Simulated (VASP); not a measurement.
# TiS2 (pbesol) (P-3m1) in VASP: further runs

The runs below take TiS2 (pbesol) through single point, relaxation of cell and atoms, with PBEsol.

Everything below comes from runs of VASP 6.6.1. Logs are shortened: lines on timing, memory, paths and dates and some standing lists are left out, and cuts for length are marked.

## Step 1: Starting point

The structure is trigonal, space group P-3m1 (No. 164). The conventional cell has a = 3.351 Å, b = 3.351 Å, c = 5.635 Å, α = 90.00°, β = 90.00°, γ = 120.00°. Ti (site symmetry -3m) is surrounded by 6 S at 2.40 Å. Around S (site symmetry 3m) lie 3 Ti at 2.40 Å.

## Step 2: Single point, PBEsol

Contents of INCAR:

```
PREC = Accurate
ENCUT = 520
EDIFF = 1E-6
ISMEAR = 0
SIGMA = 0.1
LREAL = False
LASPH = True
NELM = 100
ALGO = Fast
ISIF = 2
LWAVE = False
LCHARG = False
GGA = PS
NBANDS = 19
```

Contents of KPOINTS:

```
regular mesh
0
Gamma
  15 15 8
```

Contents of POSCAR:

```
TiS2
1.0
    3.3514656930      0.0000000000      0.0000000000
   -1.6757328465      2.9024544301      0.0000000000
    0.0000000000      0.0000000000      5.6351405030
Ti S
1 2
Direct
    0.0000000000      0.0000000000      0.0000000000
    0.3333333333      0.6666666667      0.2527602668
    0.6666666667      0.3333333333      0.7472397332
```

Potentials or basis: VASP PAW PBE potentials, release 64 (Ti_sv, S).

Run with:

```sh
cat potpaw_PBE.64/Ti_sv/POTCAR potpaw_PBE.64/S/POTCAR > POTCAR
mpirun -np 1 vasp_std > vasp.out
```

OUTCAR:

```text
PREC = Accurate
   ENCUT = 520
   EDIFF = 1E-6
   ISMEAR = 0
   LREAL = False
   LASPH = True
   NELM = 100
   ISIF = 2
   GGA = PS

 ion  position               nearest neighbor table
   1  0.000  0.000  0.000-   2 2.40   3 2.40   3 2.40   2 2.40   3 2.40   2 2.40
   2  0.333  0.667  0.253-   1 2.40   1 2.40   1 2.40
   3  0.667  0.333  0.747-   1 2.40   1 2.40   1 2.40

  LATTYP: Found a hexagonal cell.
 ALAT       =     3.3514656930
 C/A-ratio  =     1.6813958486

  Lattice vectors:

 A1 = (   3.3514656930,   0.0000000000,   0.0000000000)
 A2 = (  -1.6757328465,   2.9024544301,   0.0000000000)
 A3 = (   0.0000000000,   0.0000000000,   5.6351405030)

Analysis of symmetry for initial positions (statically):
=====================================================================
 Subroutine PRICEL returns:
 Original cell was already a primitive cell.

 Routine SETGRP: Setting up the symmetry group for a
 hexagonal supercell.

 Subroutine GETGRP returns: Found 12 space group operations
 (whereof 12 operations were pure point group operations)
 out of a pool of 24 trial point group operations.

The static configuration has the point symmetry D_3d.

Analysis of symmetry for dynamics (positions and initial velocities):
=====================================================================
 Subroutine PRICEL returns:
 Original cell was already a primitive cell.

 Routine SETGRP: Setting up the symmetry group for a
 hexagonal supercell.

 Subroutine GETGRP returns: Found 12 space group operations
 (whereof 12 operations were pure point group operations)
 out of a pool of 24 trial point group operations.

The dynamic configuration has the point symmetry D_3d.

 Subroutine INISYM returns: Found 12 space group operations
 (whereof 12 operations are pure point group operations),
 and found     1 'primitive' translations

----------------------------------------------------------------------------------------

                                     Primitive cell

  volume of cell :      54.8157

  direct lattice vectors                    reciprocal lattice vectors
     3.351465693  0.000000000  0.000000000     0.298376917  0.172267993  0.000000000
    -1.675732847  2.902454430  0.000000000     0.000000000  0.344535986  0.000000000
     0.000000000  0.000000000  5.635140503     0.000000000  0.000000000  0.177457865

  length of vectors
     3.351465693  3.351465693  5.635140503     0.344535986  0.344535986  0.177457865

  position of ions in fractional coordinates (direct lattice)
     0.000000000  0.000000000  0.000000000
     0.333333333  0.666666667  0.252760267
     0.666666667  0.333333333  0.747239733

  ion indices of the primitive-cell ions
   primitive index   ion index
                 1           1
                 2           2
                 3           3

----------------------------------------------------------------------------------------

 KPOINTS: regular mesh

Automatic generation of k-mesh.
 Grid dimensions read from file:
 generate k-points for:   15   15    8

 Generating k-lattice:

  Cartesian coordinates                     Fractional coordinates (reciprocal lattice)
     0.019891794  0.011484533  0.000000000     0.066666667  0.000000000  0.000000000
     0.000000000  0.022969066  0.000000000     0.000000000  0.066666667  0.000000000
     0.000000000  0.000000000  0.022182233     0.000000000  0.000000000  0.125000000

  Length of vectors
     0.022969066  0.022969066  0.022182233

  Shift w.r.t. Gamma in fractional coordinates (k-lattice)
     0.000000000  0.000000000  0.000000000

 Subroutine IBZKPT returns following result:
 ===========================================

 Found    192 irreducible k-points:

 Following reciprocal coordinates:
            Coordinates               Weight
  0.000000  0.000000  0.000000      1.000000
  0.066667  0.000000  0.000000      6.000000
  0.133333  0.000000  0.000000      6.000000
  0.200000  0.000000  0.000000      6.000000
  0.266667  0.000000  0.000000      6.000000
  0.333333  0.000000  0.000000      6.000000
[... 16 lines left out ...]
  0.333333  0.200000  0.000000     12.000000
  0.400000  0.200000  0.000000      6.000000
 [... further k-points ...]
   k-points           NKPTS =    192   k-points in BZ     NKDIM =    192   number of bands    NBANDS=     19
   number of dos      NEDOS =    301   number of ions     NIONS =      3
   total plane-waves  NPLWV =  32928
   dimension x,y,z NGX =    28 NGY =   28 NGZ =   42
   dimension x,y,z NGXF=    56 NGYF=   56 NGZF=   84
   ions per type =               1   2
   NGX,Y,Z   is equivalent  to a cutoff of  13.89, 13.89, 12.39 a.u.
   NGXF,Y,Z  is equivalent  to a cutoff of  27.78, 27.78, 24.78 a.u.
 SYSTEM =  unknown system
   PREC   = accura    normal or accurate (medium, high low for compatibility)
   ISTART =      0    job   : 0-new  1-cont  2-samecut
   ICHARG =      2    charge: 1-file 2-atom 10-const
   ISPIN  =      1    spin polarized calculation?
   LNONCOLLINEAR =      F non collinear calculations
   LSORBIT =      F    spin-orbit coupling
   LASPH  =      T    aspherical Exc in radial PAW
   ENCUT  =  520.0 eV  38.22 Ry    6.18 a.u.   6.23  6.23 10.48*2*pi/ulx,y,z
   NELM   =    100;   NELMIN=  2; NELMDL= -5     # of ELM steps
   EDIFF  = 0.1E-05   stopping-criterion for ELM
   LREAL  =      F    real-space projection
   EDIFFG = 0.1E-04   stopping-criterion for IOM
   NSW    =      0    number of steps for IOM
   IBRION =     -1    ionic relax: 0-MD 1-quasi-New 2-CG
   NFREE  =      0    steps in history (QN), initial steepest desc. (CG)
   ISIF   =      2    stress and relaxation
   ISYM   =      2    0-nonsym 1-usesym 2-fastsym
   POTIM  = 0.5000    time-step for ionic-motion
   TEBEG  =    0.0;   TEEND  =   0.0 temperature during run
   PSTRESS=    0.0 pullay stress
   NELECT =      24.0000    total number of electrons
   NUPDOWN=      -1.0000    fix difference up-down
   EMIN   =  10.00;   EMAX   =-10.00  energy-range for DOS
   EFERMI =   0.00;   METHOD = LEGACY
   ISMEAR =     0;   SIGMA  =   0.10  broadening in eV -4-tet -1-fermi 0-gaus
   EFERMI_NEDOS =   21; number of points for ismear=-14 and -15
   IALGO  =     68    algorithm
   IMIX   =      4    mixing-type and parameters
     AMIX     =   0.40;   BMIX     =  1.00
     AMIX_MAG =   1.60;   BMIX_MAG =  1.00
  volume/ion in A,a.u.               =      18.27       123.30
  Fermi-wavevector in a.u.,A,eV,Ry     =   1.243112  2.349141 21.025457  1.545327
  Thomas-Fermi vector in A             =   2.377437
   LORBIT       =      0    0 simple, 1 ext, 2 COOP (PROOUT), +10 PAW based schemes
   GGA     = PS    functional components
   LHFCALC =     F    Hartree Fock is set to
   AEXX    =    0.0000 exact exchange contribution
   IVDW    =     0    specifies the selected vdW correction
   LEPSILON=     F    determine dielectric tensor
   LRPA    =     F    only Hartree local field effects (RPA)
 non-spin polarized calculation
 RMM-DIIS sequential band-by-band and
 Gauss-broadening in eV      SIGMA  =   0.10
  energy-cutoff  :      520.00
  volume of cell :       54.82
 maximum number of plane-waves:      1497
 NGX is ok and might be reduce to    28
   NGX = 13   NGY = 13   NGZ = 21

 number of electron      24.0000002 magnetization

 Free energy of the ion-electron system (eV)
  ---------------------------------------------------
  ext. energy  EPLUGINS =         0.00000000
  ---------------------------------------------------
  free energy    TOTEN  =       -21.13874089 eV

  energy without entropy =      -21.13644086  energy(sigma->0) =      -21.13759087

 E-fermi :   5.8321     XC(G=0): -10.5215

 val. band max:        5.7873697120   @ k =   0.1333   0.0000   0.0000
 cond. band min:       5.8405484405   @ k =   0.0667   0.0667   0.0000
 fundamental gap:      0.0531787285
 Fermi energy:         5.8320965355

 k-point     1 :       0.0000    0.0000    0.0000
  band No.  band energies     occupation
      1     -51.4049      2.00000
      2     -27.7517      2.00000
      3     -27.6938      2.00000
      4     -27.6938      2.00000
      5      -8.1096      2.00000
      6      -6.2937      2.00000
[... 11 lines left out ...]
     18      11.9444      0.00000
     19      12.9466      0.00000

 k-point     2 :       0.0667    0.0000    0.0000
  band No.  band energies     occupation
      1     -51.4043      2.00000
      2     -27.7503      2.00000
      3     -27.7008      2.00000
      4     -27.6954      2.00000
      5      -8.0525      2.00000
      6      -6.2804      2.00000
[... 11 lines left out ...]
     18      12.3004      0.00000
     19      13.2117      0.00000

 k-point     3 :       0.1333    0.0000    0.0000
  band No.  band energies     occupation
      1     -51.4023      2.00000
      2     -27.7463      2.00000
      3     -27.7207      2.00000
      4     -27.6998      2.00000
      5      -7.8855      2.00000
      6      -6.2430      2.00000
[... 11 lines left out ...]
     18      13.0188      0.00000
     19      13.7901      0.00000

 k-point     4 :       0.2000    0.0000    0.0000
  band No.  band energies     occupation
      1     -51.3995      2.00000
      2     -27.7501      2.00000
      3     -27.7401      2.00000
      4     -27.7064      2.00000
      5      -7.6223      2.00000
      6      -6.1886      2.00000
[... 407 lines left out ...]
     18      13.1128      0.00000
     19      15.1168      0.00000

 k-point    23 :       0.3333    0.2000    0.0000
  band No.  band energies     occupation
      1     -51.3884      2.00000
      2     -27.8316      2.00000
      3     -27.7618      2.00000
      4     -27.7175      2.00000
      5      -6.2618      2.00000
      6      -6.0303      2.00000
[... 11 lines left out ...]
     18      12.7743      0.00000
     19      14.5759      0.00000

 k-point    24 :       0.4000    0.2000    0.0000
  band No.  band energies     occupation
      1     -51.3879      2.00000
      2     -27.8347      2.00000
      3     -27.7654      2.00000
      4     -27.7164      2.00000
      5      -6.1003      2.00000
      6      -6.0957      2.00000
[... 11 lines left out ...]
     18      12.6706      0.00000
     19      14.5343      0.00000

 [... further k-points ...]

------------------------ aborting loop because EDIFF is reached ----------------------------------------

  FORCE on cell =-STRESS in cart. coord.  units (eV):
  Direction    XX          YY          ZZ          XY          YZ          ZX
  --------------------------------------------------------------------------------------
  -------------------------------------------------------------------------------------
  Total        0.0125052      0.0125052      0.0355339      0.0000000     -0.0000000      0.0000000
  in kB        0.3655081      0.3655081      1.0386017      0.0000000     -0.0000000      0.0000000
  external PRESSURE =       0.5898726 kB  Pullay stress =       0.0000000 kB

 VOLUME and BASIS-vectors are now :
 -----------------------------------------------------------------------------
  energy-cutoff  :      520.00
  volume of cell :       54.82
      direct lattice vectors                 reciprocal lattice vectors
     3.351465693  0.000000000  0.000000000     0.298376917  0.172267993  0.000000000
    -1.675732847  2.902454430  0.000000000     0.000000000  0.344535986  0.000000000
     0.000000000  0.000000000  5.635140503     0.000000000  0.000000000  0.177457865

 POSITION                                       TOTAL-FORCE (eV/Angst)
 -----------------------------------------------------------------------------------
      0.00000      0.00000      0.00000         0.000000      0.000000     -0.000000
     -0.00000      1.93497      1.42434         0.000000      0.000000      0.010870
      1.67573      0.96748      4.21080        -0.000000     -0.000000     -0.010870
 -----------------------------------------------------------------------------------
    total drift:                                0.000000      0.000000     -0.000000

  FREE ENERGIE OF THE ION-ELECTRON SYSTEM (eV)
  ---------------------------------------------------
  free  energy   TOTEN  =       -21.1387408875 eV

  energy  without entropy=      -21.1364408613  energy(sigma->0) =      -21.13759087
```

It took 3.7 min on 1 thread of Intel Xeon 6975P-C (Granite Rapids), shared host; peak memory 0.31 GiB.

What came out:

```yaml
Free_energy: -21.1387 eV
Pressure: 0.1 GPa
Largest_force: 0.011 eV/Å
Band_gap_on_the_k_mesh: none (metal or under the smearing width)
```

Forces in eV/Å, atoms in the order of the input:
```
Ti   0.000  0.000  0.000
S    0.000  0.000  0.011
S    0.000  0.000 -0.011
```

Caveat: the PAW data sets were made with another functional, which shifts forces and pressure a little.

[end of part 1 of 2]
